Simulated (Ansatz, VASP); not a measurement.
Two plane-wave programs on InP

File INCAR:

```
SYSTEM = InP
PREC     = Accurate       ! precision mode
ENCUT    = 600            ! plane-wave cutoff, eV
EDIFF    = 1E-7           ! SCF threshold, eV
ISMEAR   = 0              ! smearing method
SIGMA    = 0.02           ! smearing width, eV
LREAL    = .False.        ! projectors in reciprocal space
LASPH    = .True.         ! aspherical terms in the spheres
NELM     = 80             ! most SCF steps
ALGO     = Normal         ! electronic algorithm
ISIF     = 3              ! what is computed and relaxed
LWAVE    = .False.        ! write WAVECAR
LCHARG   = .False.        ! write CHGCAR
GGA      = PE             ! functional
IVDW     = 12             ! dispersion correction
IBRION   = 2              ! ionic algorithm
NSW      = 100            ! ionic steps
EDIFFG   = -0.002         ! ionic threshold
```

KPOINTS

```
regular mesh
0
Gamma
  10 10 10
  0 0 0
```

File POSCAR:

```
InP
1.0
    0.0000000000      2.9519763900      2.9519763900
    2.9519763900      0.0000000000      2.9519763900
    2.9519763900      2.9519763900      0.0000000000
In P
1 1
Direct
    0.0000000000      0.0000000000      0.0000000000
    0.7500000000      0.7500000000      0.7500000000
```

Input for Ansatz:

```yaml
crystal:
  lattice:
    - [0.0, 2.95197639, 2.95197639]
    - [2.95197639, 0.0, 2.95197639]
    - [2.95197639, 2.95197639, 0.0]
  atoms:
    - { symbol: In, position: [0.0, 0.0, 0.0] }
    - { symbol: P, position: [0.75, 0.75, 0.75] }
basis:
  ecutwfc: 420
kpoints:
  mp_grid: { grid: [10, 10, 10] }
hamiltonian:
  xc: pbe
  dispersion: d3bj
  pseudopotentials: { kind: paw, azcp: { folder: soft_1 } }
scf:
  occupations: { method: gaussian, width: 0.02 }
output:
  forces: true
  stress: true
  eigenvalues: true
  write_density: true
  write_potential: true
  elf: true
  volumetric_format: npy
relax:
  adjacent_minimum: "off"
  f_tol: 0.002
  max_steps: 80
  cell: { stress_tol: 0.02 }
```

The cell is a database's computed one.

Alike in both runs: task relaxation of cell and atoms; functional PBE; dispersion D3(BJ); k mesh 10 × 10 × 10; occupations gaussian, width 0.02 eV; no spin polarisation.

|  | VASP | Ansatz |
| --- | --- | --- |
| version | VASP 6.6.1 | Ansatz 0.2.0 |
| potentials or method | VASP PAW PBE potentials, release 64 (In_d, P) | scalar-relativistic, plane waves, PAW |
| plane-wave cutoff (eV) | 600 | 420 |
| valence electrons in the cell | 18 | 18 |

Ansatz gave:

```
gap on the k mesh at the Fermi level, each at its own relaxed structure (eV) : 0.62
relaxed volume (Å³/atom)                                                     : 25.59
relaxed cell length with the largest relative difference (Å)                 : 4.168
```

What did VASP give for the same quantities?

gap on the k mesh at the Fermi level, each at its own relaxed structure (eV): 0.62; relaxed volume (Å³/atom): 25.58; relaxed cell length with the largest relative difference (Å): 4.167.

Caveats: spin-orbit coupling is left out, which moves the levels of the heavy elements. A hybrid or GW would open this gap; PBE tends to underestimate it.
